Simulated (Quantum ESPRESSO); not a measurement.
# Ti (Fm-3m) in Quantum ESPRESSO: energy-loss spectrum with PBE

Aim: the energy-loss spectrum of Ti with PBE.

Program: Quantum ESPRESSO 7.5. These are calculated values, not measurements. Logs are shortened: lines on timing, memory, paths and dates and some standing lists are left out, and cuts for length are marked.

## Step 1: The cell of the first run

The structure is cubic, space group Fm-3m (No. 225). Conventional cell: a = 4.113 Å, b = 4.113 Å, c = 4.113 Å, α = 90.00°, β = 90.00°, γ = 90.00°. Around Ti (site symmetry m-3m) lie 12 Ti at 2.91 Å.

This isn't the form of Ti at room conditions, which is hcp.

## Step 2: Energy-loss spectrum, PBE (volume scaled by 1.04)

File pw.in:

```
&CONTROL
  calculation = 'scf'
  prefix = 'pwscf'
  outdir = './tmp'
  pseudo_dir = './pseudo'
  tprnfor = .true.
  tstress = .true.
  disk_io = 'low'
/
&SYSTEM
  ibrav = 0
  celldm(1) = 8
  nat = 1
  ntyp = 1
  ecutwfc = 84
  nbnd = 12
  occupations = 'smearing'
  smearing = 'mp'
  degauss = 0.00999582
/
&ELECTRONS
  conv_thr = 2d-10
  electron_maxstep = 120
  mixing_beta = 0.2
  mixing_ndim = 4
/
ATOMIC_SPECIES
Ti    47.8670 Ti.upf
CELL_PARAMETERS alat
  0.0000000000000   0.4858281751897   0.4858281751897
  0.4858281751897   0.0000000000000   0.4858281751897
  0.4858281751897   0.4858281751897   0.0000000000000
ATOMIC_POSITIONS crystal
Ti     0.0000000000    0.0000000000    0.0000000000
K_POINTS automatic
9 9 9 0 0 0
```

File scf2.in:

```
&CONTROL
  calculation = 'scf'
  prefix = 'pwscf'
  outdir = './tmp'
  pseudo_dir = './pseudo'
  tprnfor = .true.
  tstress = .true.
  disk_io = 'low'
/
&SYSTEM
  ibrav = 0
  celldm(1) = 8
  nat = 1
  ntyp = 1
  ecutwfc = 84
  nbnd = 12
  occupations = 'smearing'
  smearing = 'mp'
  degauss = 0.00999582
/
&ELECTRONS
  conv_thr = 1d-11
  electron_maxstep = 120
  mixing_beta = 0.2
  mixing_ndim = 4
  startingpot = 'file'
  startingwfc = 'file'
/
ATOMIC_SPECIES
Ti    47.8670 Ti.upf
CELL_PARAMETERS alat
  0.0000000000000   0.4858281751897   0.4858281751897
  0.4858281751897   0.0000000000000   0.4858281751897
  0.4858281751897   0.4858281751897   0.0000000000000
ATOMIC_POSITIONS crystal
Ti     0.0000000000    0.0000000000    0.0000000000
K_POINTS automatic
9 9 9 0 0 0
```

File eels.in:

```
&LR_INPUT
  prefix = 'pwscf'
  outdir = './tmp'
  restart_step = 5000
  restart = .false.
/
&LR_CONTROL
  calculator = 'lanczos'
  approximation = 'RPA_with_CLFE'
  q1 = 0.4668010995
  q2 = 0.4668010995
  q3 = 0.4668010995
  itermax = 400
/
```

File spectrum.in:

```
&LR_INPUT
  prefix = 'pwscf'
  outdir = './tmp'
  eels = .true.
  itermax0 = 400
  itermax = 20000
  extrapolation = 'osc'
  epsil = 0.03
  units = 1
  start = 0
  end = 40
  increment = 0.2
/
```

File spectrum_short.in:

```
&LR_INPUT
  prefix = 'pwscf'
  outdir = './tmp'
  eels = .true.
  itermax0 = 266
  itermax = 20000
  extrapolation = 'osc'
  epsil = 0.03
  units = 1
  start = 0
  end = 40
  increment = 0.2
/
```

Potentials or basis: PseudoDojo 0.4 SR PBE stringent.

On the command line:

```
$ OMP_NUM_THREADS=1 pw.x -in pw.in > pw.out
$ OMP_NUM_THREADS=1 pw.x -in scf2.in > scf2.out
$ OMP_NUM_THREADS=1 turbo_eels.x -in eels.in > eels.out
$ OMP_NUM_THREADS=1 turbo_spectrum.x -in spectrum.in > spectrum.out
$ OMP_NUM_THREADS=1 turbo_spectrum.x -in spectrum_short.in > spectrum_short.out
```

pw.out:

```text
This program is part of the open-source Quantum ESPRESSO suite
     for quantum simulation of materials; please cite
[... 9 lines left out ...]
     --------------------
     sticks:   dense  smooth     PW     G-vecs:    dense   smooth      PW
     Sum         691     691    211                12051    12051    2085

     Using Slab Decomposition

     bravais-lattice index     =            0
     lattice parameter (alat)  =       8.0000  a.u.
     unit-cell volume          =     117.4216 (a.u.)^3
     number of atoms/cell      =            1
     number of atomic types    =            1
     number of electrons       =        12.00
     number of Kohn-Sham states=           12
     kinetic-energy cutoff     =      84.0000  Ry
     charge density cutoff     =     336.0000  Ry
     scf convergence threshold =      2.0E-10
     mixing beta               =       0.2000
     number of iterations used =            4  plain     mixing
     Exchange-correlation= PBE
                           (   1   4   3   4   0   0   0)

     celldm(1)=   8.000000  celldm(2)=   0.000000  celldm(3)=   0.000000
     celldm(4)=   0.000000  celldm(5)=   0.000000  celldm(6)=   0.000000

     crystal axes: (cart. coord. in units of alat)
               a(1) = (   0.000000   0.485828   0.485828 )
               a(2) = (   0.485828   0.000000   0.485828 )
               a(3) = (   0.485828   0.485828   0.000000 )

     reciprocal axes: (cart. coord. in units 2 pi/alat)
               b(1) = ( -1.029170  1.029170  1.029170 )
               b(2) = (  1.029170 -1.029170  1.029170 )
               b(3) = (  1.029170  1.029170 -1.029170 )

     PseudoPot. # 1 for Ti read from file:
     Ti.upf
     Pseudo is Norm-conserving + core correction, Zval = 12.0
     Generated using ONCVPSP code by D. R. Hamann
     Using radial grid of 1586 points,  6 beta functions with:
                l(1) =   0
                l(2) =   0
                l(3) =   1
                l(4) =   1
                l(5) =   2
                l(6) =   2

     atomic species   valence    mass     pseudopotential
     Ti               12.00    47.86700     Ti( 1.00)

     48 Sym. Ops., with inversion, found

   Cartesian axes

     site n.     atom                  positions (alat units)
         1        Ti     tau(   1) = (   0.0000000   0.0000000   0.0000000  )

     number of k points=    35  Methfessel-Paxton smearing, width (Ry)=  0.0100
                       cart. coord. in units 2pi/alat
        k(    1) = (   0.0000000   0.0000000   0.0000000), wk =   0.0027435
        k(    2) = (   0.1143523   0.1143523  -0.1143523), wk =   0.0219479
        k(    3) = (   0.2287045   0.2287045  -0.2287045), wk =   0.0219479
        k(    4) = (   0.3430568   0.3430568  -0.3430568), wk =   0.0219479
        k(    5) = (   0.4574091   0.4574091  -0.4574091), wk =   0.0219479
        k(    6) = (   0.2287045  -0.0000000   0.0000000), wk =   0.0164609
[... 27 lines left out ...]
        k(   34) = (  -0.0000000  -0.6861136   0.9148182), wk =   0.0658436
        k(   35) = (  -0.1143523  -0.5717614   1.0291704), wk =   0.0658436

     Dense  grid:    12051 G-vectors     FFT dimensions: (  36,  36,  36)

     Initial potential from superposition of free atoms

     starting charge      11.9984, renormalised to      12.0000
     Starting wfcs are   10 randomized atomic wfcs +    2 random wfcs

     Self-consistent Calculation

     iteration #  1     ecut=    84.00 Ry     beta= 0.20
     Davidson diagonalization with overlap
     ethr =  1.00E-02,  avg # of iterations =  3.7

     Threshold (ethr) on eigenvalues was too large:
     Diagonalizing with lowered threshold

     Davidson diagonalization with overlap
     ethr =  3.11E-04,  avg # of iterations =  1.3

     total energy              =    -118.70813810 Ry
     estimated scf accuracy    <       0.03899241 Ry

     iteration #  2     ecut=    84.00 Ry     beta= 0.20
     Davidson diagonalization with overlap
     ethr =  3.25E-04,  avg # of iterations =  1.0

     total energy              =    -118.70318647 Ry
     estimated scf accuracy    <       0.01295792 Ry

     iteration #  3     ecut=    84.00 Ry     beta= 0.20
     Davidson diagonalization with overlap
     ethr =  1.08E-04,  avg # of iterations =  1.8

     total energy              =    -118.70592687 Ry
     estimated scf accuracy    <       0.00066708 Ry

     iteration #  4     ecut=    84.00 Ry     beta= 0.20
     Davidson diagonalization with overlap
     ethr =  5.56E-06,  avg # of iterations =  2.9

     total energy              =    -118.70601098 Ry
     estimated scf accuracy    <       0.00062331 Ry

     iteration #  5     ecut=    84.00 Ry     beta= 0.20
     Davidson diagonalization with overlap
     ethr =  5.19E-06,  avg # of iterations =  1.3
[... 50 lines left out ...]
     total energy              =    -118.70608087 Ry
     estimated scf accuracy    <          7.2E-09 Ry

     iteration # 13     ecut=    84.00 Ry     beta= 0.20
     Davidson diagonalization with overlap
     ethr =  5.83E-11,  avg # of iterations =  1.0

     total energy              =    -118.70608088 Ry
     estimated scf accuracy    <          1.9E-09 Ry

     iteration # 14     ecut=    84.00 Ry     beta= 0.20
     Davidson diagonalization with overlap
     ethr =  1.58E-11,  avg # of iterations =  1.0

     total energy              =    -118.70608088 Ry
     estimated scf accuracy    <          6.7E-10 Ry

     iteration # 15     ecut=    84.00 Ry     beta= 0.20
     Davidson diagonalization with overlap
     ethr =  5.56E-12,  avg # of iterations =  1.0

     End of self-consistent calculation

          k = 0.0000 0.0000 0.0000 (  1471 PWs)   bands (ev):

   -43.4402 -19.3183 -19.3183 -19.3183   7.1903  14.1320  14.1320  14.1320
    15.7612  15.7612  28.5365  33.0020

          k = 0.1144 0.1144-0.1144 (  1501 PWs)   bands (ev):

   -43.4261 -19.3987 -19.3284 -19.3284   7.5824  13.8999  14.2634  14.2634
    15.6841  15.6841  28.7445  30.6791

          k = 0.2287 0.2287-0.2287 (  1525 PWs)   bands (ev):

   -43.3901 -19.5992 -19.3538 -19.3538   8.6420  13.4310  14.4071  14.4071
    15.7396  15.7396  26.9150  29.4169

          k = 0.3431 0.3431-0.3431 (  1528 PWs)   bands (ev):

   -43.3489 -19.8218 -19.3826 -19.3826   9.9216  13.2489  14.2359  14.2359
    16.2564  16.2564  23.9489  28.6037

          k = 0.4574 0.4574-0.4574 (  1513 PWs)   bands (ev):

   -43.3218 -19.9642 -19.4013 -19.4013  10.6119  13.7279  14.0458  14.0458
    16.7536  16.7536  21.7693  27.8885

          k = 0.2287-0.0000 0.0000 (  1507 PWs)   bands (ev):

   -43.4214 -19.3968 -19.3459 -19.3459   7.7108  13.7535  14.3665  14.3665
    15.3949  15.8768  28.9502  31.1828

          k = 0.3431 0.1144-0.1144 (  1517 PWs)   bands (ev):

   -43.3927 -19.5450 -19.3770 -19.3667   8.5468  13.3316  14.4845  14.5986
    15.2601  16.0139  28.1194  29.5478

          k = 0.4574 0.2287-0.2287 (  1517 PWs)   bands (ev):

   -43.3533 -19.7508 -19.4071 -19.4003   9.8001  13.0004  14.1106  14.5598
    15.9463  16.4188  25.0508  28.9069

          k = 0.5718 0.3431-0.3431 (  1529 PWs)   bands (ev):

   -43.3215 -19.9110 -19.4376 -19.4221  10.7626  13.1011  13.8990  14.3502
    16.8183  16.9210  22.3478  28.0840

          k =-0.3431-0.5718 0.5718 (  1513 PWs)   bands (ev):

   -43.3124 -19.9548 -19.4605 -19.4151  10.9723  13.2609  13.9596  14.2487
    16.7239  17.4988  21.4121  27.7374

          k =-0.2287-0.4574 0.4574 (  1526 PWs)   bands (ev):

   -43.3305 -19.8646 -19.4573 -19.3895  10.5471  13.1282  13.9018  14.3606
    16.1129  17.1229  23.1895  27.9490

          k =-0.1144-0.3431 0.3431 (  1518 PWs)   bands (ev):

   -43.3670 -19.6823 -19.4265 -19.3570   9.3809  13.1638  14.2098  14.6149
    15.3975  16.4360  26.0918  28.4523

          k =-0.0000-0.2287 0.2287 (  1518 PWs)   bands (ev):

   -43.4047 -19.4974 -19.3758 -19.3328   8.2009  13.5664  14.3804  14.4840
    15.3474  15.9151  28.7243  29.0783

          k = 0.4574-0.0000 0.0000 (  1507 PWs)   bands (ev):

   -43.3736 -19.5882 -19.4156 -19.4156   9.0763  12.9081  14.5948  15.0461
    15.0461  16.1788  29.2529  29.7619

          k = 0.5718 0.1144-0.1144 (  1529 PWs)   bands (ev):

   -43.3415 -19.7251 -19.4593 -19.4512  10.0447  12.5299  14.0667  15.2664
    15.8925  16.5045  26.4610  28.7522

          k = 0.6861 0.2287-0.2287 (  1529 PWs)   bands (ev):

   -43.3115 -19.8465 -19.5226 -19.4675  11.0490  12.3965  13.6706  15.1037
    16.8817  17.2923  23.3287  27.2761

          k =-0.2287-0.6861 0.6861 (  1529 PWs)   bands (ev):

   -43.2976 -19.8883 -19.5846 -19.4570  11.6321  12.4134  13.6083  14.9050
    16.7534  18.7776  21.2610  26.2140

          k =-0.1144-0.5718 0.5718 (  1522 PWs)   bands (ev):

   -43.3065 -19.8446 -19.6033 -19.4245  11.5162  12.7762  13.2900  14.8482
    16.1095  18.3455  22.7127  25.6162

          k = 0.0000-0.4574 0.4574 (  1532 PWs)   bands (ev):

   -43.3340 -19.7645 -19.5402 -19.3850  10.5588  12.9323  13.6121  14.9273
    15.3808  17.3832  25.5500  25.7366

          k = 0.6861 0.0000-0.0000 (  1544 PWs)   bands (ev):

   -43.3191 -19.7938 -19.4942 -19.4942  10.4272  12.0880  14.4451  16.0481
    16.0481  16.5404  27.1374  27.1377

          k = 0.8005 0.1144-0.1144 (  1525 PWs)   bands (ev):

   -43.2965 -19.8648 -19.5502 -19.5161  10.8683  11.9044  14.4540  16.0995
    16.9071  17.2418  24.6763  25.5901

          k =-0.1144-0.8005 0.8005 (  1533 PWs)   bands (ev):

   -43.2842 -19.8577 -19.6500 -19.5069  11.3990  12.0074  14.0208  15.8219
    16.8515  19.3477  21.9315  24.3687

          k =-0.0000-0.6861 0.6861 (  1516 PWs)   bands (ev):

   -43.2882 -19.7637 -19.7578 -19.4708  12.0796  12.0999  13.4014  15.4225
    16.3889  19.7797  21.7991  23.8243

          k = 0.9148-0.0000 0.0000 (  1544 PWs)   bands (ev):

   -43.2835 -19.9216 -19.5452 -19.5452  10.6999  11.6113  15.7330  16.7880
    16.9531  16.9531  24.2918  25.2889

          k = 0.0000-0.9148 0.9148 (  1542 PWs)   bands (ev):

   -43.2786 -19.9161 -19.5876 -19.5415  10.8793  11.6762  15.1639  16.5662
    17.0211  18.2418  23.7336  23.8080

          k = 0.4574 0.2287-0.0000 (  1523 PWs)   bands (ev):

   -43.3623 -19.6616 -19.4510 -19.3842   9.4938  12.9436  14.1381  15.0851
    15.2029  16.4796  27.2755  27.6983

          k = 0.5718 0.3431-0.1144 (  1532 PWs)   bands (ev):

   -43.3276 -19.8011 -19.5144 -19.4155  10.6885  12.7437  13.6073  14.9310
    15.9460  17.2945  24.3563  27.1059

          k =-0.3431-0.5718 0.8005 (  1527 PWs)   bands (ev):

   -43.3048 -19.8951 -19.5443 -19.4430  11.4197  12.6825  13.5616  14.7234
    16.6118  18.2219  21.7758  27.0763

          k = 0.6861 0.2287-0.0000 (  1528 PWs)   bands (ev):

   -43.3142 -19.8062 -19.5359 -19.4755  10.8208  12.2717  13.7636  15.8403
    16.0555  17.2730  25.7336  25.8805

          k =-0.2287-0.6861 0.9148 (  1523 PWs)   bands (ev):

   -43.2931 -19.8440 -19.6146 -19.4997  11.5206  12.2732  13.4514  15.5541
    16.6936  18.6601  22.7956  25.7451

          k =-0.1144-0.5718 0.8005 (  1532 PWs)   bands (ev):

   -43.2882 -19.8223 -19.6798 -19.4902  12.0827  12.2007  13.2436  15.2824
    16.6396  19.8645  21.3866  24.7882

          k =-0.0000-0.4574 0.6861 (  1529 PWs)   bands (ev):

   -43.3019 -19.8093 -19.6404 -19.4530  11.6735  12.7743  12.8689  15.2701
    16.1187  18.4965  23.8336  24.4097

          k =-0.1144-0.8005 1.0292 (  1529 PWs)   bands (ev):

   -43.2827 -19.8846 -19.5908 -19.5459  11.0714  11.8680  14.4496  16.2882
    16.9534  18.4710  24.3014  24.3427

          k =-0.0000-0.6861 0.9148 (  1533 PWs)   bands (ev):

   -43.2795 -19.8335 -19.6771 -19.5360  11.4957  12.1404  13.8083  15.7823
    16.9565  20.2074  21.9883  23.6960

          k =-0.1144-0.5718 1.0292 (  1543 PWs)   bands (ev):

   -43.2811 -19.7899 -19.7053 -19.5433  11.7549  12.6219  13.0531  15.4638
    16.9529  20.3675  22.3910  23.8388

     the Fermi energy is    13.2552 ev

!    total energy              =    -118.70608088 Ry
     estimated scf accuracy    <          6.2E-11 Ry
     smearing contrib. (-TS)   =      -0.00015896 Ry
     internal energy E=F+TS    =    -118.70592191 Ry

     The total energy is F=E-TS. E is the sum of the following terms:
     one-electron contribution =     -40.54964983 Ry
     hartree contribution      =      24.22680483 Ry
     xc contribution           =     -17.44819505 Ry
     ewald contribution        =     -84.93488187 Ry

     convergence has been achieved in  15 iterations

     Forces acting on atoms (cartesian axes, Ry/au):

     atom    1 type  1   force =     0.00000000    0.00000000    0.00000000

     Total force =     0.000000     Total SCF correction =     0.000000

     Computing stress (Cartesian axis) and pressure

          total   stress  (Ry/bohr**3)                   (kbar)     P=        2.36
   0.00001602   0.00000000   0.00000000            2.36        0.00        0.00
   0.00000000   0.00001602   0.00000000            0.00        2.36        0.00
   0.00000000  -0.00000000   0.00001602            0.00       -0.00        2.36

=------------------------------------------------------------------------------=
   JOB DONE.
=------------------------------------------------------------------------------=
```

Run time: 12 min. Hardware: 1 thread of Arm Neoverse V2, shared host; peak memory 0.53 GiB.

Results:

| Item | Value |
| --- | --- |
| Free energy | -1615.0785 eV |
| Pressure | 0.2 GPa |
| Band gap on the k mesh | none (metal or under the smearing width) |
| Peak of the energy-loss function | 20.4 eV |

Levels at points of the mesh, in eV from the Fermi level:
| k point | band 4 | band 5 | band 6 | band 7 | band 8 | band 9 |
| --- | --- | --- | --- | --- | --- | --- |
| (0.00, 0.00, 0.00) | -32.57 | -6.06 | 0.88 | 0.88 | 0.88 | 2.51 |

Energy-loss function at q = [0.69282, 0.69282, 0.69282] (Å⁻¹, cartesian):
```
energy (eV)   loss
        0.0  0.000
        1.8  0.007
        3.4  0.025
        5.2  0.133
        7.0  0.235
        8.6  0.318
       10.4  0.401
       12.2  0.476
       13.8  0.549
       15.6  0.649
       17.4  0.770
       19.0  0.870
       20.8  0.899
       22.4  0.811
       24.2  0.643
       26.0  0.483
       27.6  0.370
       29.4  0.273
       31.2  0.203
       32.8  0.162
       34.6  0.139
       36.4  0.139
       38.0  0.164
       39.8  0.237
```

Caveat: the Lanczos chain is short for so many electrons, so humps in the spectrum may be artefacts.
